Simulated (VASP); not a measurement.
Crystal: Cu.

```xyz
1
Lattice="-1.4342 1.4342 1.4342 1.4342 -1.4342 1.4342 1.4342 1.4342 -1.4342" Properties=species:S:1:pos:R:3 pbc="T T T"
Cu    0.0000    0.0000    0.0000
```

This isn't the form of Cu at room conditions, which is fcc.

| Property | Result |
| --- | --- |
| Program | VASP 6.6.1 |
| Task | relaxation of cell and atoms |
| Functional | PBEsol |
| Potentials or basis | VASP PAW PBE potentials, release 64 (Cu) |
| Cutoff | 580 eV |
| k mesh | 20 × 20 × 20 |
| Occupations | gaussian, width 0.1 eV |
| Spin | no spin polarisation |

At the start: pressure -5.0 GPa; volume 11.80 Å³/atom.

Task: How do energy, volume and symmetry change on relaxing?

Result: Over 3 steps the energy falls by 6.3 meV/atom and the volume is 11.41 Å³/atom (-3.3 %); space group Im-3m (No. 229, to 0.05 Å).

The path:
```
step  energy change (eV)  largest force (eV/Å)  pressure (GPa)  volume (Å³)
   1              0.0000                0.0000           -4.98        11.80
   2             -0.0040                0.0000            3.36        11.19
   3             -0.0063                0.0000            0.01        11.41
```

Final structure:
```
Cu
1.0
    -1.41818    1.41818    1.41818
     1.41818   -1.41818    1.41818
     1.41818    1.41818   -1.41818
Cu
1
Direct
  0.00000 0.00000 0.00000
```

Caveat: the PAW data sets were made with another functional, which shifts forces and pressure a little.
